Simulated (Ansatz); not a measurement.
# Copper, hcp under PBEsol: ground state and equation of state, part 2 of 2

Aim: take copper in the hcp structure, relax it, solve it on a dense k-mesh, then scale the cell to 7 volumes from 88 to 112 % of the relaxed one and try a fit of the equation of state. Spin polarisation is left out. The k-meshes are 14×14×8 for the relaxation; 23×23×13 for the dense run; 16×16×9 for the volumes.

Ansatz 0.2.0; DFT, PBEsol, plane waves (420 eV) with PAW, scalar-relativistic.

### Step 9. At 108 % of the relaxed volume

This is Cu in the hcp structure; at room conditions it is fcc.

input.yaml reads:

```yaml
crystal:
  lattice:
    - [2.5840181143, 0.0, 0.0]
    - [-1.2920090572, 2.2378253309, 0.0]
    - [0.0, 0.0, 4.2315649771]
  atoms:
    - { symbol: Cu, position: [0.3333333333, 0.6666666667, 0.25] }
    - { symbol: Cu, position: [0.6666666667, 0.3333333333, 0.75] }
hamiltonian:
  xc: pbesol
  pseudopotentials:
    kind: paw
    azcp:
      Cu: "pseudopotentials/Cu.paw.azcp"
basis:
  ecutwfc: 420
  fft_grid_basis: typed
kpoints:
  mp_grid: { grid: [16, 16, 9], shift: [0, 0, 0] }
magnetization:
  spin_polarized: false
scf:
  occupations: { method: fermi_dirac, width: 0.1 }
  lower_state_search: "off"
output:
  stress: true
  write_density: true
  write_potential: true
  elf: true
  volumetric_format: npy
```

Log:

```text
Warning: <dir> the record states the generating functional pbe (its physics header spells it `PBE`), which answers neither for hamiltonian.xc's functional nor for the pbesol family's — results may be inconsistent (PPs are generated against a specific XC)
Warning: RAYON_NUM_THREADS=2 ignored (pool sized by the plan → 2); use --threads N
Engine: ansatz 0.2.0, x86_64-unknown-linux-gnu
Pseudopotentials: kind: paw
Pseudopotential: Cu, paw, valence charge 19, recommended cutoff 420 eV (normal), <dir>
Functional definition: PBEsol
  exchange = pbesol_x
  correlation = pbesol_c
Crystal: 2 atoms, lattice volume = 24.469 Å³
Basis set: ecut = 420 eV, 465 PW (Γ)
Bands: 23, of which v1, the nominal top of the filled ones, is band 19 counted from 1 (18 counted from 0)
Symmetry: 24 space group operations
Space group: P63/mmc (ITA 194), of the structure as read, at distance tolerance 2.9e-5 Å
k-points: 150 of 2304
Non-local potential: Cu, projectors of the file, l = 0: 3, l = 1: 2, l = 2: 3, l = 3: 1
PAW form: soft (Blöchl's): semilocal exchange-correlation on the pseudo side does not see the compensation charge
PAW frozen core: Cu, regenerated for the run's functional, and the local potential with it (the file was generated under x = pbe(κ = 0.804, μ = 0.2195149727645171), c = pbe(β = 0.06672455060314922))
PAW one-centre angular grid: Cu, 590 points (default); XC on 64 Gauss nodes
Initial density: superposition of atomic densities (neutral atoms: chi_scale 0, normalization atom), corrected by the library's trained network
Initial wavefunctions: pseudopotential atomic-orbital guess
Functional: x = pbesol(κ = 0.804, μ = 0.12345679012345678), c = pbesol(β = 0.046)
SCF iter   1: F=—  HF=-13177.486118 eV  |F-HF|=—  |Δ(HF+E_count)|=         —  Δρ=2.16e-2  dr2=6.01e-2  ethr=1.77e-3  ⟨swp⟩=4.6  Hψ=12575  notcnv=0
preconditioner: auto → none  [metal: Δε(μ)=0.040 eV  Ē_g=10.435 eV  σ=0.100 eV  W_gap=0.10  n_scr=8 (ndim 8)  ℏωp=35.2 eV  f_vac=0.000  D(μ)=0.71/eV (n_scr^D=2)  sad-step TF]
SCF iter   2: F=—  HF=-13177.473776 eV  |F-HF|=—  |Δ(HF+E_count)|=   1.23e-2  Δρ=5.42e-3  dr2=4.23e-3  ethr=1.58e-4  ⟨swp⟩=2.5  Hψ=6380  notcnv=0  defer=2
SCF iter   3: F=—  HF=-13177.473026 eV  |F-HF|=—  |Δ(HF+E_count)|=   7.50e-4  Δρ=1.34e-3  dr2=2.61e-4  ethr=1.11e-5  ⟨swp⟩=1.1  Hψ=3463  notcnv=0  defer=2
SCF iter   4: F=—  HF=-13177.472936 eV  |F-HF|=—  |Δ(HF+E_count)|=   8.98e-5  Δρ=6.63e-5  dr2=2.89e-7  ethr=6.87e-7  ⟨swp⟩=2.3  Hψ=5096  notcnv=0  defer=2
SCF iter   5: F=—  HF=-13177.472933 eV  |F-HF|=—  |Δ(HF+E_count)|=   3.24e-6  Δρ=9.90e-6  dr2=7.34e-9  ethr=7.61e-10  ⟨swp⟩=2.0  Hψ=5569  notcnv=0  defer=2
SCF iter   6: F=-13177.472933 eV  HF=-13177.472933 eV  |F-HF|=5.46e-12  |Δ(HF+E_count)|=   1.47e-8  Δρ=2.62e-7  dr2=1.05e-11  ethr=1.93e-11  ⟨swp⟩=5.0  Hψ=19820  notcnv=0
SCF 1 converged in 6 iterations: F = -13177.472933 eV  dr2 = 1.05e-11
SCF converged after 6 iterations
Free energy (F): -13177.472933 eV
Harris-Foulkes:  -13177.472933 eV  (|F-HF|=5.46e-12)
Internal energy: -13177.450337 eV  (E = F + TS)
E sigma→0 (E₀):  -13177.461635 eV
Entropy (-TS):   -0.022595 eV (-11.298 meV/atom)
Fermi energy:    15.807148 eV
--- Per-component energies (eV) ---
  E_band       = -746.968429
  E_kinetic    = 599.222618
  E_local      = -8229.559012  (includes V_loc(G=0)·N_el)
  E_nonlocal   = 784.074716
  E_hartree    = 3614.934400
  E_xc         = -177.283064
  E_vxc        = -229.752520  (∫ρ·V_xc dr)
  E_paw        = -3253.710758  (= ΣΔE_a)
  E_vpaw       = -900.823898  (= ΣTr[D̂ρ^β])
  E_aug_tail   = 0.000529  (compensation charges beyond the density's cutoff)
  E_ewald      = -6515.542170
  E_core_change = 0.412404  (= ΣΔE_core)
  E_smearing   = -0.022595  (= −TS)
  E_closure    = -0.000000  (closes the sum)
  Σ components = -13177.472933   (vs F -13177.472933, Δ=0.00e0)
--- Stress (GPa, compression-positive) ---
      -10.542266       0.000000       0.000000
        0.000000     -10.542266       0.000000
        0.000000       0.000000     -10.661651
  P = ⅓ Tr σ = -10.5821 GPa (-105.821 kbar)
--- Band table (eV; the first three rows and the last of 150) ---
  k-point 0: bands = ["-96.3259", "-96.3143", "-53.8895", "-53.8117", "-53.8117", "-53.7976", "-53.7976", "-53.7958", "6.6598", "10.9196", "12.9274", "12.9977", "12.9977", "13.1946", "13.1946", "13.4787", "13.4787", "14.1902", "14.1902", "14.8337", "19.3590", "36.9184", "36.9388"]
  k-point 1: bands = ["-96.3256", "-96.3147", "-53.8867", "-53.8113", "-53.8113", "-53.7986", "-53.7981", "-53.7981", "6.7692", "10.8465", "12.9067", "12.9781", "12.9781", "13.1740", "13.1740", "13.5262", "13.5262", "14.1841", "14.1841", "14.3308", "20.1476", "36.9350", "37.0479"]
  k-point 2: bands = ["-96.3246", "-96.3157", "-53.8786", "-53.8101", "-53.8101", "-53.8068", "-53.7993", "-53.7993", "7.0939", "10.5638", "12.8500", "12.9441", "12.9441", "13.1201", "13.1201", "13.4790", "13.6405", "13.6405", "14.1609", "14.1609", "21.9154", "34.8157", "37.0054"]
  k-point 149: bands = ["-96.3114", "-96.3113", "-53.8739", "-53.8735", "-53.8564", "-53.8521", "-53.8168", "-53.8158", "11.9812", "11.9948", "12.2657", "12.2797", "12.6712", "12.7151", "13.4271", "13.5354", "14.2017", "14.2353", "19.0706", "19.5433", "21.2299", "21.7815", "22.7152"]
```

Run time: 1.3 s. Hardware: 2 threads of Intel Xeon 6975P-C (Granite Rapids), shared host; peak memory 0.37 GiB.

Density in a lattice plane of the grid's cell (edges 2.58 and 4.23 Å, at 0.333 of the third edge), which holds Cu.

Ten even steps from ' ' (0.19 e/Å³) to '@' (52.39 e/Å³):
```
                            
                            
                ..::::..    
              ..==##**--..  
              ::**@@@@==..  
              ..==##**--..  
                ..::::..    
                            
                            
                            
                            
                            
                            
                            
                            
                            
                            
                            
                            
                            
```
Columns run along the first of these edges and rows up along the second, over one cell in 14 and 20 even steps from the bottom left corner. Atoms in the plane (fractional): Cu at (0.67, 0.75).

ELF in the same plane.

Ten even steps from ' ' (0.16) to '@' (0.87):
```
  ......                    
    ....          ....      
    ..        ..--==--::..  
            ..--**%%##++::  
            ..==##@@@@**::  
            ..--**%%##++::  
    ..        ..--==--::..  
    ....          ....      
  ......                    
....    ..                  
            ................
              ............  
                ........    
                ........    
                ........    
                ........    
                ........    
              ............  
            ................
....    ..                  
```
Columns run along the first of these edges and rows up along the second, over one cell in 14 and 20 even steps from the bottom left corner. Atoms in the plane (fractional): Cu at (0.67, 0.75).

Both are smooth fields of the valence electrons: close to the nuclei they are not physical.

### Step 10. At 112 % of the relaxed volume

input.yaml: that of step 9 with these lines changed.

```diff
@@ -2,5 +2,5 @@
   lattice:
-    - [2.5840181143, 0.0, 0.0]
-    - [-1.2920090572, 2.2378253309, 0.0]
-    - [0.0, 0.0, 4.2315649771]
+    - [2.6155336364, 0.0, 0.0]
+    - [-1.3077668182, 2.2651185736, 0.0]
+    - [0.0, 0.0, 4.2831745144]
   atoms:
```

Log, cut to the lines that bear on the results:

```text
Warning: <dir> the record states the generating functional pbe (its physics header spells it `PBE`), which answers neither for hamiltonian.xc's functional nor for the pbesol family's — results may be inconsistent (PPs are generated against a specific XC)
Warning: RAYON_NUM_THREADS=2 ignored (pool sized by the plan → 2); use --threads N
[...]
[... 3 set-up lines as earlier in the session ...]
[...]
Crystal: 2 atoms, lattice volume = 25.376 Å³
Basis set: ecut = 420 eV, 525 PW (Γ)
Bands: 23, of which v1, the nominal top of the filled ones, is band 19 counted from 1 (18 counted from 0)
[... 2 set-up lines as earlier in the session ...]
k-points: 150 of 2304
[...]
SCF iter   1: F=—  HF=-13177.415724 eV  |F-HF|=—  |Δ(HF+E_count)|=         —  Δρ=2.14e-2  dr2=6.18e-2  ethr=1.77e-3  ⟨swp⟩=4.6  Hψ=12612  notcnv=0
[...]
SCF iter   6: F=-13177.402371 eV  HF=-13177.402371 eV  |F-HF|=9.09e-12  |Δ(HF+E_count)|=   1.48e-8  Δρ=2.67e-7  dr2=1.27e-11  ethr=1.99e-11  ⟨swp⟩=5.2  Hψ=19975  notcnv=0
[...]
SCF converged after 6 iterations
Free energy (F): -13177.402371 eV
[...]
E sigma→0 (E₀):  -13177.390890 eV
Entropy (-TS):   -0.022961 eV (-11.480 meV/atom)
Fermi energy:    15.068889 eV
[...]
--- Stress (GPa, compression-positive) ---
      -14.190407      -0.000000      -0.000000
       -0.000000     -14.190407      -0.000000
       -0.000000      -0.000000     -14.267621
  P = ⅓ Tr σ = -14.2161 GPa (-142.161 kbar)
--- Band table (eV; the first three rows and the last of 150) ---
  k-point 0: bands = ["-96.9811", "-96.9715", "-54.5400", "-54.4729", "-54.4729", "-54.4606", "-54.4606", "-54.4590", "6.1889", "10.3737", "12.2929", "12.3603", "12.3603", "12.5457", "12.5457", "12.8142", "12.8142", "13.4872", "13.4872", "14.1992", "18.4473", "35.6679", "35.6679"]
[...]
```

It took 1.4 s on 2 threads of Intel Xeon 6975P-C (Granite Rapids), shared host; peak memory 0.37 GiB.

### Step 11. Energy and pressure against volume

All volumes keep the relaxed shape and fractional coordinates.

```
V (Å³/atom)  E − E₀ (meV/atom)  P from the stress (GPa)  P from the fit (GPa)
      9.969              109.1                    29.29                 29.29
     10.422               44.3                    17.10                 17.07
     10.875               10.1                     7.53                  7.49
     11.328                0.0                    -0.01                 -0.04
     11.782                8.8                    -5.93                 -5.96
     12.235               32.5                   -10.58                -10.62
     12.688               67.9                   -14.22                -14.27
```

A third-order Birch-Murnaghan fit gives V₀ = 11.326 Å³/atom, B₀ = 167 GPa and B₀′ = 5.0; it misses no point by more than 0.02 meV/atom.

### Step 12. Results

The summary covers parts 1 to 2.

| quantity | value |
| --- | --- |
| space group (spins left aside) | P6_3/mmc (No. 194) |
| conventional cell | a = 2.519 Å, c = 4.124 Å (c/a = 1.638) |
| volume | 11.328 Å³/atom |
| shortest distance | 2.519 Å |
| gap on the mesh | none (levels filled in part) |
| relative to fcc | +9 meV/atom |
| V₀, B₀, B₀′ | 11.326 Å³/atom, 167 GPa, 5.0 |

**Reading.** The relaxation shrank the cell by 4.1 % in volume. Against the reference form of copper (fcc, computed apart with the same settings) it stands 9 meV/atom higher. No gap shows: it is a metal or semimetal at this level. The fitted modulus is 167 GPa; letting shape and positions relax at each volume could only lower it. Relaxation kept the symmetry; phonons were not checked.
